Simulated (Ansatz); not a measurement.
**CuO (Cccm): electronic heat capacity and spin susceptibility from the density of states**

These are results of DFT PBE, scalar-relativistic, plane waves, PAW in Ansatz 0.2.0, not measurements.

Plane waves to 420 eV, a k mesh through Γ of 14×14×8 on the computed 4-atom cell and Gaussian smearing (0.10 eV); no spin polarisation.

Relaxed cell: Cccm, a = 4.161 Å, b = 4.179 Å, c = 5.151 Å, α = 90.00°, β = 90.00°, γ = 90.00°, 4 atoms in the primitive cell. This form isn't the usual stable structure of the compound.

The density of states at the Fermi level is 2.177 states/eV in the cell of 4 atoms (2 formula units; both spins, tetrahedra on a 21×21×12 mesh).

What Sommerfeld coefficient and Pauli susceptibility does this give?

Per formula unit N(E_F) = 1.089 states/eV. γ = (π²/3) k_B² N(E_F) N_A = 2.357 mJ/(mol K²) per state/eV, so γ = 2.6 mJ/(mol K²), a mole of formula units. χ_P = μ_B² N(E_F) N_A = 3.23×10⁻⁵ emu/mol per state/eV gives 3.5×10⁻⁵ emu/mol. This is the bare band result: a measured γ of the same phase is as a rule larger by a factor 1 + λ from phonons and spin fluctuations, the spin part of χ is larger by the Stoner factor, and a measured χ also holds orbital and core terms. N(E_F) at one energy is sensitive to the mesh where the density of states has sharp peaks.

A ferromagnetic start lost its moments in a first run, so spin was left out; other magnetic orders weren't tried.